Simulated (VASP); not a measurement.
Input of a VASP 6.6.1 run:

Contents of INCAR:

```
PREC = Accurate ; ENCUT = 520
EDIFF = 1E-6 ; ISMEAR = 0
SIGMA = 0.1 ; LREAL = F
LASPH = T ; NELM = 120
ALGO = Normal ; ISIF = 3
LWAVE = F ; LCHARG = F
GGA = PE ; IBRION = 2
NSW = 90 ; EDIFFG = -0.01
KPAR = 8
```

File KPOINTS:

```
Automatic mesh
0
Gamma
  10 10 6
```

The input POSCAR:

```
Te2Pt
1.0
    4.0798338800      0.0000000000      0.0000000000
   -2.0399169400      3.5332397800      0.0000000000
    0.0000000000      0.0000000000      5.4500000000
Te Pt
2 1
Direct
    0.6666666700      0.3333333300      0.7500917400
    0.3333333300      0.6666666700      0.2499082600
    0.0000000000      0.0000000000      0.0000000000
```

Potentials or basis: VASP PAW PBE potentials, release 64 (Te, Pt).

Run with:

```sh
$ cat potpaw_PBE.64/Te/POTCAR potpaw_PBE.64/Pt/POTCAR > POTCAR
$ mpirun -np 8 vasp_std > vasp.out
```

(1) Predict the space group after relaxing (to 0.05 Å).

(2) What does it give for the relaxed cell?

(3) Estimate the band gap on the k mesh.

## Answers

(1) P-3m1 (No. 164).

(2) a = 4.089 Å, b = 4.089 Å, c = 5.366 Å, α = 90.00°, β = 90.00°, γ = 120.00°.

(3) none (metal or under the smearing width).
